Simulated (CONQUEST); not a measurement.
# Rb under changes of volume

One of the cells (95.352 Å³/atom); the others are scaled copies at fixed shape and fractional positions:

```
Rb
1.0
     5.46169    0.00000    0.00000
     0.00000    5.90902    0.00000
     0.00000    0.00000    5.90902
Rb
2
Direct
  0.00000 0.00000 0.00000
  0.50000 0.50000 0.50000
```

This isn't the form of Rb at room conditions, which is bcc.

* Program: CONQUEST 1.3
* Functional: PBE
* Potentials or basis: PseudoDojo NC PBE, DZP, grid of 60 × 60 × 60 points
* k mesh: 5 × 5 × 5
* Occupations: fermi-dirac, width 0.05 eV
* Spin: no spin polarisation

```tsv
volume (Å³/atom)	energy over the lowest point (meV/atom)	pressure (GPa)
89.631	1.10	0.1
91.538	?	?
93.445	0.00	0.0
95.352	0.39	-0.1
97.259	1.50	-0.1
99.166	3.13	-0.2
101.073	5.27	-0.2
```

Problem. What does the run at 91.538 Å³/atom give?

Solution. Energy over the lowest point 0.17 meV/atom; pressure 0.0 GPa.

Worked out: A Birch-Murnaghan fit of order 3 (a polynomial in V^(-2/3)) to the other rows has its minimum at 93.07 Å³/atom with B0 = V·E''(V) = 2.7 GPa (rough, since the energies scatter) at fixed shape and positions, which overstates the stiffness. It gives 0.19 meV/atom at 91.538 Å³/atom, against the run's 0.17, and -dE/dV = 0.0 GPa, against 0.0.

Energies are extrapolated to zero smearing.

Caveats: the basis of atomic orbitals isn't converged, which shifts pressures, moduli and gaps.
